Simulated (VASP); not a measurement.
# Pd (Im-3m) in VASP: single point with PBEsol

Aim: the single point of Pd with PBEsol.

Program: VASP 6.6.1. These are calculated values, not measurements. Logs are shortened: lines on timing, memory, paths and dates and some standing lists are left out, and cuts for length are marked.

## Step 1: The crystal as given

It takes space group Im-3m (No. 229, cubic). The conventional cell has a = 3.087 Å, b = 3.087 Å, c = 3.087 Å, α = 90.00°, β = 90.00°, γ = 90.00°. Pd (site symmetry m-3m) has 8 Pd at 2.67 Å as nearest neighbours.

The cell was built by a generator and needn't be a form met in nature.

## Step 2: Single point, PBEsol

Contents of INCAR:

```
SYSTEM = Pd
ALGO     = Normal         ! electronic algorithm
EDIFF    = 1E-6           ! SCF threshold, eV
ENCUT    = 520            ! plane-wave cutoff, eV
GGA      = PS             ! functional
ISIF     = 2              ! what is computed and relaxed
ISMEAR   = -1             ! smearing method
LASPH    = .TRUE.         ! aspherical terms in the spheres
LCHARG   = .TRUE.         ! write CHGCAR
LELF     = .TRUE.         ! ELF
LREAL    = .FALSE.        ! projectors in reciprocal space
LVHAR    = .TRUE.       
LWAVE    = .FALSE.        ! write WAVECAR
NBANDS   = 11             ! bands
NELM     = 100            ! most SCF steps
PREC     = Accurate       ! precision mode
SIGMA    = 0.13605693000000002 ! smearing width, eV
```

Contents of KPOINTS:

```
k-points
0
G
  15 15 15
  0 0 0
```

Contents of POSCAR:

```
Pd
1.0
   -1.5434338958      1.5434338958      1.5434338958
    1.5434338958     -1.5434338958      1.5434338958
    1.5434338958      1.5434338958     -1.5434338958
Pd
1
Direct
    0.0000000000      0.0000000000      0.0000000000
```

Potentials or basis: VASP PAW PBE potentials, release 64 (Pd).

On the command line:

```
> cat potpaw_PBE.64/Pd/POTCAR > POTCAR
> mpirun -np 1 vasp_std > vasp.out
```

OUTCAR:

```text
SYSTEM = Pd
   EDIFF = 1E-6
   ENCUT = 520
   GGA = PS
   ISIF = 2
   ISMEAR = -1
   LASPH = .TRUE.
   LREAL = .FALSE.
   NELM = 100
   PREC = Accurate

 ion  position               nearest neighbor table
   1  0.000  0.000  0.000-

  LATTYP: Found a body centered cubic cell.
 ALAT       =     3.0868677916

  Lattice vectors:

 A1 = (  -1.5434338958,   1.5434338958,   1.5434338958)
 A2 = (   1.5434338958,  -1.5434338958,   1.5434338958)
 A3 = (   1.5434338958,   1.5434338958,  -1.5434338958)

Analysis of symmetry for initial positions (statically):
=====================================================================
 Subroutine PRICEL returns:
 Original cell was already a primitive cell.

 Routine SETGRP: Setting up the symmetry group for a
 body centered cubic supercell.

 Subroutine GETGRP returns: Found 48 space group operations
 (whereof 48 operations were pure point group operations)
 out of a pool of 48 trial point group operations.

The static configuration has the point symmetry O_h .

Analysis of symmetry for dynamics (positions and initial velocities):
=====================================================================
 Subroutine PRICEL returns:
 Original cell was already a primitive cell.

 Routine SETGRP: Setting up the symmetry group for a
 body centered cubic supercell.

 Subroutine GETGRP returns: Found 48 space group operations
 (whereof 48 operations were pure point group operations)
 out of a pool of 48 trial point group operations.

The dynamic configuration has the point symmetry O_h .

 Subroutine INISYM returns: Found 48 space group operations
 (whereof 48 operations are pure point group operations),
 and found     1 'primitive' translations

----------------------------------------------------------------------------------------

                                     Primitive cell

  volume of cell :      14.7070

  direct lattice vectors                    reciprocal lattice vectors
    -1.543433896  1.543433896  1.543433896     0.000000000  0.323952974  0.323952974
     1.543433896 -1.543433896  1.543433896     0.323952974  0.000000000  0.323952974
     1.543433896  1.543433896 -1.543433896     0.323952974  0.323952974  0.000000000

  length of vectors
     2.673305926  2.673305926  2.673305926     0.458138689  0.458138689  0.458138689

  position of ions in fractional coordinates (direct lattice)
[... 83 lines left out ...]
   ISIF   =      2    stress and relaxation
   ISYM   =      2    0-nonsym 1-usesym 2-fastsym
   POTIM  = 0.5000    time-step for ionic-motion
   TEBEG  =    0.0;   TEEND  =   0.0 temperature during run
   PSTRESS=    0.0 pullay stress
   NELECT =      10.0000    total number of electrons
   NUPDOWN=      -1.0000    fix difference up-down
   EMIN   =  10.00;   EMAX   =-10.00  energy-range for DOS
   EFERMI =   0.00;   METHOD = LEGACY
   ISMEAR =    -1;   SIGMA  =   0.14  broadening in eV -4-tet -1-fermi 0-gaus
   EFERMI_NEDOS =   21; number of points for ismear=-14 and -15
   IALGO  =     38    algorithm
   IMIX   =      4    mixing-type and parameters
     AMIX     =   0.40;   BMIX     =  1.00
     AMIX_MAG =   1.60;   BMIX_MAG =  1.00
  volume/ion in A,a.u.               =      14.71        99.25
  Fermi-wavevector in a.u.,A,eV,Ry     =   1.439572  2.720397 28.196282  2.072368
  Thomas-Fermi vector in A             =   2.558413
   LORBIT       =      0    0 simple, 1 ext, 2 COOP (PROOUT), +10 PAW based schemes
   GGA     = PS    functional components
   LHFCALC =     F    Hartree Fock is set to
   AEXX    =    0.0000 exact exchange contribution
   IVDW    =     0    specifies the selected vdW correction
   LEPSILON=     F    determine dielectric tensor
   LRPA    =     F    only Hartree local field effects (RPA)
 non-spin polarized calculation
  energy-cutoff  :      520.00
  volume of cell :       14.71
 maximum number of plane-waves:       409
   NGX =  9   NGY =  9   NGZ =  9

 number of electron      10.0000000 magnetization

 number of electron       9.9999999 magnetization

 Free energy of the ion-electron system (eV)
  ---------------------------------------------------
  ext. energy  EPLUGINS =         0.00000000
  ---------------------------------------------------
  free energy    TOTEN  =        -5.94633675 eV

  energy without entropy =       -5.87397317  energy(sigma->0) =       -5.91015496

 E-fermi :   9.6707     XC(G=0): -13.3937

 val. band max:        9.6684333006   @ k =  -0.4000   0.4000   0.2000
 cond. band min:       9.6838451902   @ k =  -0.4000  -0.4667   0.1333
 fundamental gap:      0.0154118896
 Fermi energy:         9.6706534507

 k-point     1 :       0.0000    0.0000    0.0000
  band No.  band energies     occupation
      1       2.4147      2.00000
      2       6.6767      2.00000
      3       6.6767      2.00000
      4       6.6767      2.00000
      5       8.7066      1.99833
      6       8.7066      1.99833
      7      28.9983      0.00000
      8      28.9983      0.00000
      9      28.9983      0.00000
     10      35.9357      0.00000
     11      37.6224      0.00000
[... 309 lines left out ...]
 k-point    24 :       0.4000    0.2000   -0.0000
  band No.  band energies     occupation
      1       4.9691      2.00000
      2       5.7336      2.00000
      3       7.4240      2.00000
      4       8.6073      1.99919
      5       9.2739      1.89727
      6      14.4286      0.00000
      7      17.5856      0.00000
      8      21.9207      0.00000
      9      26.8249      0.00000
     10      33.5103      0.00000
     11      35.1413      0.00000

 [... further k-points ...]

------------------------ aborting loop because EDIFF is reached ----------------------------------------

  FORCE on cell =-STRESS in cart. coord.  units (eV):
  Direction    XX          YY          ZZ          XY          YZ          ZX
  --------------------------------------------------------------------------------------
  -------------------------------------------------------------------------------------
  Total       -0.0423068     -0.0423068     -0.0423068      0.0000000     -0.0000000      0.0000000
  in kB       -4.6088966     -4.6088966     -4.6088966      0.0000000     -0.0000000      0.0000000
  external PRESSURE =      -4.6088966 kB  Pullay stress =       0.0000000 kB

 VOLUME and BASIS-vectors are now :
 -----------------------------------------------------------------------------
  energy-cutoff  :      520.00
  volume of cell :       14.71
      direct lattice vectors                 reciprocal lattice vectors
    -1.543433896  1.543433896  1.543433896     0.000000000  0.323952974  0.323952974
     1.543433896 -1.543433896  1.543433896     0.323952974  0.000000000  0.323952974
     1.543433896  1.543433896 -1.543433896     0.323952974  0.323952974  0.000000000

 POSITION                                       TOTAL-FORCE (eV/Angst)
 -----------------------------------------------------------------------------------
      0.00000      0.00000      0.00000         0.000000      0.000000      0.000000
 -----------------------------------------------------------------------------------
    total drift:                                0.000000      0.000000      0.000000

  FREE ENERGIE OF THE ION-ELECTRON SYSTEM (eV)
  ---------------------------------------------------
  free  energy   TOTEN  =        -5.9463367541 eV

  energy  without entropy=       -5.8739731681  energy(sigma->0) =       -5.91015496
```

Wall time 12 s (1 thread of Intel Xeon Platinum 8559C (Emerald Rapids), shared host); peak memory 0.13 GiB.

What came out:

| Item | Value |
| --- | --- |
| Free energy | -5.9463 eV |
| Pressure | -0.5 GPa |
| Band gap on the k mesh | none (metal or under the smearing width) |

Caveat: the PAW data sets were made with another functional, which shifts forces and pressure a little.
